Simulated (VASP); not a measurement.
**VASP 6.6.1 run: PbSe**

INCAR

```
ENCUT = 520
LASPH = .TRUE.
ISIF = 2
NELM = 120
LWAVE = .FALSE.
IBRION = -1
PREC = Accurate
NSW = 0
GGA = PE
EDIFF = 1E-7
NBANDS = 22
LCHARG = .FALSE.
ISMEAR = -1
LREAL = .FALSE.
SIGMA = 0.02
```

KPOINTS

```
KPOINTS created by Atomic Simulation Environment
0
Gamma
8 8 8
0 0 0
```

POSCAR

```
Pb Se
 1.0000000000000000
    -0.2237655842000000    3.0270935025000001    3.0270935025000001
     3.0270935025000001   -0.2237655842000000    3.0270935025000001
     3.0270935025000001    3.0270935025000001   -0.2237655842000000
 Pb  Se
   1   1
Cartesian
  0.0000000000000000  0.0000000000000000  0.0000000000000000
  2.9152107104000002  2.9152107104000002  2.9152107104000002
```

The recommended PBE PAW datasets give the neutral cell 20 valence electrons.

Command

```
mpirun -np 1 vasp_std
```

Task: How does this run end, and what does it give?

Result: It converged. Results: gap between bands v and c on the k mesh -0.05 eV (bands overlap: a metal); least direct gap on the k mesh 0.40 eV; pressure -1.3 GPa. Band v is the last that the valence electrons fill when counted band by band, and c is the next.

OSZICAR

```
N       E                     dE             d eps       ncg     rms          rms(c)
DAV:   1     0.171454118125E+03    0.17145E+03   -0.90140E+03  2896   0.911E+02
DAV:   2     0.562950425149E+01   -0.16582E+03   -0.15577E+03  3014   0.276E+02
DAV:   3    -0.811391263604E+01   -0.13743E+02   -0.13624E+02  3540   0.809E+01
DAV:   4    -0.849239961361E+01   -0.37849E+00   -0.37824E+00  3384   0.138E+01
DAV:   5    -0.850576245837E+01   -0.13363E-01   -0.13362E-01  3944   0.272E+00    0.271E+00
DAV:   6    -0.814775437323E+01    0.35801E+00   -0.75097E-01  4466   0.466E+00    0.144E+00
DAV:   7    -0.814349989575E+01    0.42545E-02   -0.12385E-01  3598   0.132E+00    0.824E-01
DAV:   8    -0.814692144543E+01   -0.34215E-02   -0.14617E-02  3370   0.967E-01    0.180E-01
DAV:   9    -0.814625648950E+01    0.66496E-03   -0.40576E-03  4272   0.425E-01    0.620E-02
DAV:  10    -0.814631050845E+01   -0.54019E-04   -0.39856E-04  3316   0.923E-02    0.253E-02
DAV:  11    -0.814632538814E+01   -0.14880E-04   -0.53426E-05  3560   0.524E-02    0.104E-02
DAV:  12    -0.814632525115E+01    0.13699E-06   -0.22639E-06  3672   0.107E-02    0.223E-03
DAV:  13    -0.814632524572E+01    0.54299E-08   -0.25272E-07  3482   0.312E-03
   1 F= -.81463252E+01 E0= -.81462460E+01  d E =-.158444E-03
```

For comparison, a separate PBE run of the intended cell, on usual settings and not on those above, gives a gap of -0.05 eV on its mesh and a pressure of -1.3 GPa.
